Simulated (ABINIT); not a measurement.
# BeS (F-43m): G0W0 in ABINIT against the bands in the self-energy

How does the gap of BeS (F-43m) converge in the bands in the self-energy?

Main program and level: ABINIT 10.8.3; PBE and many-body steps on it, plane waves.

The database entry behind the starting cell differs from later determinations by our own check (0.1 to 0.3 % short, probably kX units), so it need not match the best structure at ambient conditions.

**1. Set-up**

Symmetry: F-43m, No. 216, cubic system. The conventional cell has a = 4.850 Å, b = 4.850 Å, c = 4.850 Å, α = 90.00°, β = 90.00°, γ = 90.00°. Nearest to Be lie 4 S at 2.10 Å. Nearest to S lie 4 Be at 2.10 Å. Farther neighbours and most contacts between anions are not listed.

As a file:

```cif
data_structure
_symmetry_space_group_name_H-M 'F-43m'
_symmetry_Int_Tables_number 216
_cell_length_a 4.8500
_cell_length_b 4.8500
_cell_length_c 4.8500
_cell_angle_alpha 90.000
_cell_angle_beta 90.000
_cell_angle_gamma 90.000
_cell_volume 114.08
loop_
_atom_site_label
_atom_site_type_symbol
_atom_site_symmetry_multiplicity
_atom_site_Wyckoff_symbol
_atom_site_fract_x
_atom_site_fract_y
_atom_site_fract_z
_atom_site_occupancy
Be1 Be 4 a 0.00000 0.00000 0.00000 1
S1 S 4 d 0.25000 0.25000 0.75000 1
```

The cell and positions come from the Crystallography Open Database and are kept as given unless a step says otherwise.

**2. Screening, 4×4×4 mesh, 90 bands, screening to 217.7 eV**

This step: ABINIT 10.8.3; RPA screening on PBE, plane waves, norm-conserving pseudopotentials.

The RPA dielectric matrix is built and inverted for each q.

Input file run.abi:

```
acell 3*1.0 Angstrom
rprim 
  0.000000000000 2.425000000000 2.425000000000
  2.425000000000 -0.000000000000 2.425000000000
  2.425000000000 2.425000000000 -0.000000000000
ntypat 2
znucl 4 16
natom 2
typat 1 2
xred 
  0.000000000000 0.000000000000 0.000000000000
  0.250000000000 0.250000000000 0.250000000000
pp_dirpath "pseudos"
pseudos "Be.upf, S.upf"
ecut 38
ngkpt 4 4 4
nshiftk 1
shiftk 0 0 0
kptopt 1
chksymbreak 0
istwfk *1
occopt 1
irdwfk 1
optdriver 3
nband 90
ecuteps 8
inclvkb 2
awtr 1
symchi 1
indata_prefix "in"
outdata_prefix "out"
tmpdata_prefix "tmp"
```

The run is started by

```
OMP_NUM_THREADS=1 mpirun -n 4 abinit run.abi > log
```

The program printed:

```text
.Version 10.8.3 of ABINIT. v10.8.2 released Aug 2026.

 Symmetries : space group F-4 3 m (#216); Bravais cF (face-center cubic)
[... echo of the input left out ...]
== DATASET  1 ==================================================================
-   mpi_nproc: 4, omp_nthreads: 1 (-1 if OMP is not activated)

--- !DatasetInfo
iteration_state: {dtset: 1, }
dimensions: {natom: 2, nkpt: 8, mband: 90, nsppol: 1, nspinor: 1, nspden: 1, mpw: 2180, }
cutoff_energies: {ecut:  38.0, pawecutdg:  -1.0, }
electrons: {nelect:   1.00000000E+01, charge:   0.00000000E+00, occopt:   1.00000000E+00, tsmear:   1.00000000E-02, }

 SCREENING: Calculation of the susceptibility and dielectric matrices

 Based on a program developped by R.W. Godby, V. Olevano, G. Onida, and L. Reining.
 Incorporated in ABINIT by V. Olevano, G.-M. Rignanese, and M. Torrent.
.Using double precision arithmetic ; gwpc =  8

[... cell and pseudopotentials left out ...]
--------------------------------------------------------------------------------

 ==== K-mesh for the wavefunctions ====
 Number of points in the irreducible wedge :     8
[... list of points left out ...]
 Together with 24 symmetry operations and time-reversal symmetry
 yields    64 points in the full Brillouin Zone.

 ==== Q-mesh for the screening function ====
 Number of points in the irreducible wedge :     8
[... list of points left out ...]
 Together with 24 symmetry operations and time-reversal symmetry
 yields    64 points in the full Brillouin Zone.

 setmesh: FFT mesh size selected  =    25x   25x   25
          total number of points  =        15625

 vcoul_init : cutoff-mode = AUXILIARY_FUNCTION
 q-points for optical limit:   1
     1)      0.000010    0.000020    0.000030

- screening: taking advantage of time-reversal symmetry
- Maximum band index for partially occupied states nbvw = 5
- Remaining bands to be divided among processors   nbcw = 85
- Number of bands treated by each node ~21

 Number of electrons calculated from density =   10.0000; Expected =   10.0000
 average of density, n =  0.051956
 r_s =    1.6625
 omega_plasma =   21.9874 [eV]

 calculating chi0 at frequencies [eV] :
  1    0.000000E+00    0.000000E+00
  2    0.000000E+00    2.198744E+01

--------------------------------------------------------------------------------
  q-point number  1        q = ( 0.000000, 0.000000, 0.000000) [r.l.u.]
--------------------------------------------------------------------------------
[... chi0 elements left out ...]
 For q-point:  0.000010 0.000020 0.000030
  dielectric constant =   5.7484
  dielectric constant without local fields =   6.6467

  Average fulfillment of the sum rule on Im[epsilon] for q-point    1 :     82.04  [%]
[... wings left out ...]
  q-point number  2        q = ( 0.250000, 0.000000, 0.000000) [r.l.u.]
--------------------------------------------------------------------------------
[... chi0 elements left out ...]
  Average fulfillment of the sum rule on Im[epsilon] for q-point    2 :     87.61  [%]

 [... 6 further q-points ...]
```

Elapsed: 7.5 s, on 4 MPI ranks of Arm Neoverse V1, shared host; peak memory 0.51 GiB; 30 s of CPU time.

Numbers from this step:

- ε∞ with local fields, on this mesh, along the program's q direction: 5.748
- the same without local fields: 6.647
- plasma frequency: 21.99 eV
- plane waves in the screening matrix: 181

Local fields lower ε∞ by 14 %. On a Γ-centred mesh this coarse the value itself is usually too large, while a short band sum pulls it down.

**3. 13 bands**

This step: G0W0 on PBE, plane waves, norm-conserving pseudopotentials.

Edit run.abi of step 2 so:

```diff
@@ -23,8 +23,17 @@
 irdwfk 1
-optdriver 3
-nband 90
+optdriver 4
+nband 13
+gwcalctyp 0
+ecutsigx 38
+symsigma 1
+nkptgw 2
+kptgw 
+  0.0000000000 0.0000000000 0.0000000000
+  0.5000000000 0.5000000000 0.0000000000
+bdgw 
+  3 8
+  4 7
 ecuteps 8
-inclvkb 2
-awtr 1
-symchi 1
+irdscr 1
+ppmodel 1
 indata_prefix "in"
```

The program printed:

```text
.Version 10.8.3 of ABINIT. v10.8.2 released Aug 2026.

 Symmetries : space group F-4 3 m (#216); Bravais cF (face-center cubic)
[... echo of the input left out ...]
== DATASET  1 ==================================================================
-   mpi_nproc: 4, omp_nthreads: 1 (-1 if OMP is not activated)

--- !DatasetInfo
iteration_state: {dtset: 1, }
dimensions: {natom: 2, nkpt: 8, mband: 13, nsppol: 1, nspinor: 1, nspden: 1, mpw: 2180, }
cutoff_energies: {ecut:  38.0, pawecutdg:  -1.0, }
electrons: {nelect:   1.00000000E+01, charge:   0.00000000E+00, occopt:   1.00000000E+00, tsmear:   1.00000000E-02, }

 SIGMA: Calculation of the GW corrections

 Based on a program developped by R.W. Godby, V. Olevano, G. Onida, and L. Reining.
 Incorporated in ABINIT by V. Olevano, G.-M. Rignanese, and M. Torrent.
.Using double precision arithmetic ; gwpc =  8

[... cell and pseudopotentials left out ...]
--------------------------------------------------------------------------------

 ==== K-mesh for the wavefunctions ====
 Number of points in the irreducible wedge :     8
[... list of points left out ...]
 Together with 24 symmetry operations and time-reversal symmetry
 yields    64 points in the full Brillouin Zone.

 ==== Q-mesh for screening function ====
 Number of points in the irreducible wedge :     8
[... list of points left out ...]
 Together with 24 symmetry operations and time-reversal symmetry
 yields    64 points in the full Brillouin Zone.

 vcoul_init : cutoff-mode = AUXILIARY_FUNCTION
 q-points for optical limit:   1
     1)      0.000010    0.000020    0.000030
 setmesh: FFT mesh size selected  =    36x   36x   36
          total number of points  =        46656

 Number of electrons calculated from density =   10.0000; Expected =   10.0000
 average of density, n =  0.051956
 r_s =    1.6625
 omega_plasma =   21.9874 [eV]

 === KS Band Gaps ===
  >>>> For spin  1
   Minimum direct gap =   5.6639 [eV], located at k-point      :   0.0000  0.0000  0.0000
   Fundamental gap    =   3.1135 [eV], Top of valence bands at :   0.0000  0.0000  0.0000
                                       Bottom of conduction at :   0.5000  0.5000  0.0000
 SIGMA fundamental parameters:
 PLASMON POLE MODEL  1
 number of plane-waves for SigmaX                 2109
 number of plane-waves for SigmaC and W            181
 number of plane-waves for wavefunctions          2109
 number of bands                                    13
 number of independent spin polarizations            1
 number of spinorial components                      1
 number of k-points in IBZ                           8
 number of q-points in IBZ                           8
 number of symmetry operations                      24
 number of k-points in BZ                           64
 number of q-points in BZ                           64
 number of frequencies for dSigma/dE                 9
 frequency step for dSigma/dE [eV]                0.25
 number of omega for Sigma on real axis              0
 max omega for Sigma on real axis  [eV]           0.00
 zcut for avoiding poles [eV]                     0.10

 EPSILON^-1 parameters (SCR file):
 dimension of the eps^-1 matrix on file            181
 dimension of the eps^-1 matrix used               181
 number of plane-waves for wavefunctions          2109
 number of bands                                    90
 number of q-points in IBZ                           8
 number of frequencies                               2
 number of real frequencies                          1
 number of imag frequencies                          1

 matrix elements of self-energy operator (all in [eV])

 Perturbative Calculation

--- !SelfEnergy_ee
iteration_state: {dtset: 1, }
kpoint     : [   0.000,    0.000,    0.000, ]
spin       : 1
KS_gap     :    5.664
QP_gap     :    7.571
Delta_QP_KS:    1.907
data: !SigmaeeData |
     Band     E0 <VxcDFT>   SigX SigC(E0)      Z dSigC/dE  Sig(E)    E-E0       E
        3   3.822 -13.734 -16.694   2.913   0.806  -0.240 -13.772  -0.038   3.783
        4   3.822 -13.734 -16.694   2.913   0.806  -0.240 -13.772  -0.038   3.783
        5   3.822 -13.734 -16.694   2.913   0.806  -0.240 -13.772  -0.038   3.783
        6   9.486 -11.063  -5.752  -3.051   0.827  -0.210  -9.195   1.869  11.354
        7   9.486 -11.063  -5.752  -3.051   0.827  -0.210  -9.195   1.869  11.354
        8   9.486 -11.063  -5.752  -3.051   0.827  -0.210  -9.195   1.869  11.354

--- !SelfEnergy_ee
iteration_state: {dtset: 1, }
kpoint     : [   0.500,    0.500,    0.000, ]
spin       : 1
KS_gap     :    5.752
QP_gap     :    7.309
Delta_QP_KS:    1.557
data: !SigmaeeData |
     Band     E0 <VxcDFT>   SigX SigC(E0)      Z dSigC/dE  Sig(E)    E-E0       E
        4   1.183 -12.598 -16.427   3.352   0.794  -0.260 -12.977  -0.379   0.805
        5   1.183 -12.598 -16.427   3.352   0.794  -0.260 -12.977  -0.379   0.805
        6   6.935  -9.342  -5.026  -2.907   0.836  -0.196  -8.164   1.178   8.114
        7   8.740 -10.497  -5.690  -2.936   0.832  -0.203  -8.941   1.556  10.296

== END DATASET(S) ==============================================================
================================================================================

 -outvars: echo values of variables after computation  --------
           etotal      0.0000000000E+00
            nband          13
             nkpt           8
          spgroup         216
 [... the other variables as echoed above ...]

 Calculation completed.
```

Wall time 2.7 s (4 MPI ranks); peak memory 0.12 GiB.

This step gave:

```
G0W0 gap on the points computed              : 4.331 eV
starting gap on the mesh                     : 3.113 eV
k of the valence top                         : 0, 0, 0
k of the conduction bottom                   : 0.5, 0.5, 0
Z at the valence top                         : 0.806
Z at the conduction bottom                   : 0.836
least direct G0W0 gap on the computed points : 7.309 eV
```

**4. 26 bands**

The self-energy is evaluated for the states that the input lists, and the levels follow from it, in one-shot runs by the linearised quasiparticle equation.

Edit run.abi of step 3 so:

```diff
@@ -24,3 +24,3 @@
 optdriver 4
-nband 13
+nband 26
 gwcalctyp 0
```

The program printed:

```text
.Version 10.8.3 of ABINIT. v10.8.2 released Aug 2026.

 Symmetries : space group F-4 3 m (#216); Bravais cF (face-center cubic)
[... echo of the input left out ...]
== DATASET  1 ==================================================================
-   mpi_nproc: 4, omp_nthreads: 1 (-1 if OMP is not activated)

--- !DatasetInfo
iteration_state: {dtset: 1, }
dimensions: {natom: 2, nkpt: 8, mband: 26, nsppol: 1, nspinor: 1, nspden: 1, mpw: 2180, }
cutoff_energies: {ecut:  38.0, pawecutdg:  -1.0, }
electrons: {nelect:   1.00000000E+01, charge:   0.00000000E+00, occopt:   1.00000000E+00, tsmear:   1.00000000E-02, }

 SIGMA: Calculation of the GW corrections

 Based on a program developped by R.W. Godby, V. Olevano, G. Onida, and L. Reining.
 Incorporated in ABINIT by V. Olevano, G.-M. Rignanese, and M. Torrent.
.Using double precision arithmetic ; gwpc =  8

[... cell and pseudopotentials left out ...]
--------------------------------------------------------------------------------

 ==== K-mesh for the wavefunctions ====
 Number of points in the irreducible wedge :     8
[... list of points left out ...]
 Together with 24 symmetry operations and time-reversal symmetry
 yields    64 points in the full Brillouin Zone.

 ==== Q-mesh for screening function ====
 Number of points in the irreducible wedge :     8
[... list of points left out ...]
 Together with 24 symmetry operations and time-reversal symmetry
 yields    64 points in the full Brillouin Zone.

 vcoul_init : cutoff-mode = AUXILIARY_FUNCTION
 q-points for optical limit:   1
     1)      0.000010    0.000020    0.000030
 setmesh: FFT mesh size selected  =    36x   36x   36
          total number of points  =        46656

 Number of electrons calculated from density =   10.0000; Expected =   10.0000
[...]
number of omega for Sigma on real axis              0
 max omega for Sigma on real axis  [eV]           0.00
 zcut for avoiding poles [eV]                     0.10

 EPSILON^-1 parameters (SCR file):
 dimension of the eps^-1 matrix on file            181
 dimension of the eps^-1 matrix used               181
 number of plane-waves for wavefunctions          2109
 number of bands                                    90
 number of q-points in IBZ                           8
 number of frequencies                               2
 number of real frequencies                          1
 number of imag frequencies                          1

 matrix elements of self-energy operator (all in [eV])

 Perturbative Calculation

--- !SelfEnergy_ee
iteration_state: {dtset: 1, }
kpoint     : [   0.000,    0.000,    0.000, ]
spin       : 1
KS_gap     :    5.664
QP_gap     :    7.497
Delta_QP_KS:    1.833
data: !SigmaeeData |
     Band     E0 <VxcDFT>   SigX SigC(E0)      Z dSigC/dE  Sig(E)    E-E0       E
        3   3.822 -13.734 -16.694   2.162   0.797  -0.254 -14.370  -0.636   3.186
        4   3.822 -13.734 -16.694   2.162   0.797  -0.254 -14.370  -0.636   3.186
        5   3.822 -13.734 -16.694   2.162   0.797  -0.254 -14.370  -0.636   3.186
[...]
--- !SelfEnergy_ee
iteration_state: {dtset: 1, }
kpoint     : [   0.500,    0.500,    0.000, ]
spin       : 1
KS_gap     :    5.752
QP_gap     :    7.248
Delta_QP_KS:    1.496
data: !SigmaeeData |
     Band     E0 <VxcDFT>   SigX SigC(E0)      Z dSigC/dE  Sig(E)    E-E0       E
[...]
6   6.935  -9.342  -5.026  -3.535   0.827  -0.209  -8.696   0.646   7.581
        7   8.740 -10.497  -5.690  -3.657   0.820  -0.219  -9.553   0.944   9.684

== END DATASET(S) ==============================================================
================================================================================

 -outvars: echo values of variables after computation  --------
           etotal      0.0000000000E+00
            nband          26
             nkpt           8
          spgroup         216
 [... the other variables as echoed above ...]

 Calculation completed.
```

The job ended after 3.2 s (4 MPI ranks; peak memory 0.43 GiB; 13 s of CPU time).

Numbers from this step:

```
G0W0 gap on the points computed              : 4.395 eV
starting gap on the mesh                     : 3.113 eV
k of the valence top                         : 0, 0, 0
k of the conduction bottom                   : 0.5, 0.5, 0
Z at the valence top                         : 0.797
Z at the conduction bottom                   : 0.827
least direct G0W0 gap on the computed points : 7.247 eV
```

The gap on the mesh goes from 3.11 eV to 4.40 eV, a correction of +1.28 eV.

**5. 54 bands**

Edit run.abi of step 4 so:

```diff
@@ -24,3 +24,3 @@
 optdriver 4
-nband 26
+nband 54
 gwcalctyp 0
```

The program printed:

```text
.Version 10.8.3 of ABINIT. v10.8.2 released Aug 2026.

 Symmetries : space group F-4 3 m (#216); Bravais cF (face-center cubic)
[... echo of the input left out ...]
== DATASET  1 ==================================================================
-   mpi_nproc: 4, omp_nthreads: 1 (-1 if OMP is not activated)

--- !DatasetInfo
iteration_state: {dtset: 1, }
dimensions: {natom: 2, nkpt: 8, mband: 54, nsppol: 1, nspinor: 1, nspden: 1, mpw: 2180, }
cutoff_energies: {ecut:  38.0, pawecutdg:  -1.0, }
[...]
Band     E0 <VxcDFT>   SigX SigC(E0)      Z dSigC/dE  Sig(E)    E-E0       E
[...]
6   6.935  -9.342  -5.026  -3.792   0.825  -0.213  -8.910   0.432   7.367
        7   8.740 -10.497  -5.690  -3.976   0.818  -0.223  -9.817   0.680   9.420

== END DATASET(S) ==============================================================
================================================================================

 -outvars: echo values of variables after computation  --------
           etotal      0.0000000000E+00
            nband          54
             nkpt           8
          spgroup         216
 [... the other variables as echoed above ...]

 Calculation completed.
```

Run time: 4.4 s. Hardware: 4 MPI ranks; peak memory 0.46 GiB; 17 s of CPU time.

Numbers from this step:

```yaml
g0w0_gap_on_the_points_computed: 4.481 eV
starting_gap_on_the_mesh: 3.113 eV
k_of_the_valence_top: 0, 0, 0
k_of_the_conduction_bottom: 0.5, 0.5, 0
least_direct_g0w0_gap_on_the_computed_points: 7.272 eV
```

Against the run before, the gap moves by +0.086 eV.

**6. 90 bands**

Edit run.abi of step 5 so:

```diff
@@ -24,3 +24,3 @@
 optdriver 4
-nband 54
+nband 90
 gwcalctyp 0
```

The program printed:

```text
.Version 10.8.3 of ABINIT. v10.8.2 released Aug 2026.

 Symmetries : space group F-4 3 m (#216); Bravais cF (face-center cubic)
[... echo of the input left out ...]
== DATASET  1 ==================================================================
-   mpi_nproc: 4, omp_nthreads: 1 (-1 if OMP is not activated)

--- !DatasetInfo
iteration_state: {dtset: 1, }
dimensions: {natom: 2, nkpt: 8, mband: 90, nsppol: 1, nspinor: 1, nspden: 1, mpw: 2180, }
cutoff_energies: {ecut:  38.0, pawecutdg:  -1.0, }
[...]
Band     E0 <VxcDFT>   SigX SigC(E0)      Z dSigC/dE  Sig(E)    E-E0       E
[...]
6   6.935  -9.342  -5.026  -3.866   0.824  -0.213  -8.971   0.371   7.306
        7   8.740 -10.497  -5.690  -4.073   0.817  -0.224  -9.897   0.601   9.341

== END DATASET(S) ==============================================================
================================================================================

 -outvars: echo values of variables after computation  --------
           etotal      0.0000000000E+00
            nband          90
             nkpt           8
          spgroup         216
 [... the other variables as echoed above ...]

 Calculation completed.
```

It took 5.8 s on 4 MPI ranks; peak memory 0.47 GiB.

This step gave:

```yaml
g0w0_gap_on_the_points_computed: 4.525 eV
starting_gap_on_the_mesh: 3.113 eV
k_of_the_valence_top: 0, 0, 0
k_of_the_conduction_bottom: 0.5, 0.5, 0
least_direct_g0w0_gap_on_the_computed_points: 7.293 eV
```

Against the run before, the gap moves by +0.044 eV.

**7. The runs together**

Times are wall times on 4 MPI ranks of Arm Neoverse V1, shared host, good to a factor of about two. A run's time includes the screening step that it read.

| run | mesh | bands | screening cutoff (eV) | DFT gap (eV) | gap on the mesh (eV) | direct (eV) | ε∞ used | time |
| --- | --- | --- | --- | --- | --- | --- | --- | --- |
| 13 bands | 4×4×4 | 13 | 217.7 | 3.113 | 4.331 | 7.309 | 5.75 | 10 s |
| 26 bands | 4×4×4 | 26 | 217.7 | 3.113 | 4.395 | 7.247 | 5.75 | 11 s |
| 54 bands | 4×4×4 | 54 | 217.7 | 3.113 | 4.481 | 7.272 | 5.75 | 12 s |
| 90 bands | 4×4×4 | 90 | 217.7 | 3.113 | 4.525 | 7.293 | 5.75 | 13 s |

**8. Results**

| Property | Result |
| --- | --- |
| 13 bands | 4.331 eV |
| 26 bands | 4.395 eV |
| 54 bands | 4.481 eV |
| 90 bands | 4.525 eV |
| known limits | not at the basis limit; coarse k mesh |

In words: The setting moved: bands in the self-energy. From 13 bands to 90 bands the gap moves by +0.19 eV. The last step still moves it by +0.044 eV. Bands and screening cutoff are coupled, so a series along one setting does not show full convergence. Bands and cutoff are finite, so the gap is not at the basis limit. The miss can reach some tenths of an eV and take either sign; the mesh is an error of its own. In the G0W0 runs levels were corrected at 2 k points alone, so a gap called «on the mesh» is the least over those, and an edge elsewhere would be missed. The 4×4×4 mesh is coarse for this cell, which bears on the long-range parts of exchange and screening.

[Paths, hosts, dates, memory and timing lines, banners, echoed tables and standing remarks are left out of the program output.]

[Logs are printed without paths, hosts, clocks, repeated set-up lines and the standing remarks that a program may print on its own settings, such as how far it seeks lower states.]

[Runs of the session that timed out or met a known fault of the program may be left out.]

[Hosts, paths, dates, database ids (printed as entryN), source tags and the programs' standing remarks are cut or masked in the printed files.]

[G0W0 gaps are taken among the corrected bands and points alone; a level outside them can change the order at an edge.]

[Where Ansatz stands beside ABINIT at settings called matched, ABINIT's density can come from a denser mesh and the files from another edition; pairs whose starting gaps differed by over 0.03 eV were left out, so agreement reads better than it is.]
